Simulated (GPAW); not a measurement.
Crystal: GaSb.

```xyz
2
Lattice="0.0000 3.0590 3.0590 3.0590 0.0000 3.0590 3.0590 3.0590 0.0000" Properties=species:S:1:pos:R:3 pbc="T T T"
Sb    4.5885    4.5885    4.5885
Ga    0.0000    0.0000    0.0000
```

Program: GPAW 26.7.0. Alike in all runs: cell as given. Hardware: 1 thread of Arm Neoverse V1, with other jobs on the host.

Order these runs on this cell by their wall time, lowest first.
A. task electron localisation function; level PBEsol; potentials or basis PAW data sets generated in the run's folder for this functional, pw; spin off; k mesh 4 × 4 × 4; cutoff (eV) 510; smearing fermi-dirac 0.01 eV; mesh quality coarse
B. task band structure; level PBE; potentials or basis GPAW PAW data sets (gpaw-data 1.2.1), pw; spin off; k mesh 8 × 8 × 8; cutoff (eV) 600; smearing fermi-dirac 0.05 eV; band path GXWKGLUWLK,UX; band points 80; mesh quality not flagged
C. task band structure; level r4SCAN; potentials or basis GPAW PAW data sets (gpaw-data 1.2.1), pw; spin SOC, no magnetisation; k mesh 6 × 6 × 6; cutoff (eV) 600; smearing fermi-dirac 0.05 eV; band path GXWKGLUWLK,UX; band points 60; spin axis theta (degrees) 0; spin axis phi (degrees) 0; mesh quality not flagged
D. task single point; level PBEsol; potentials or basis PAW data sets generated in the run's folder for this functional, pw; spin off; k mesh 8 × 8 × 8; cutoff (eV) 600; smearing gaussian 0.1 eV; mesh quality not flagged

A (9.5 s), D (19 s), B (52 s), C (180 s).

Caveats: some runs use coarse meshes; spin-orbit coupling was added after a scalar SCF, so levels and gaps hold it while energy, forces, pressure and moments don't (some runs).

Not every run made on this cell is shown here.
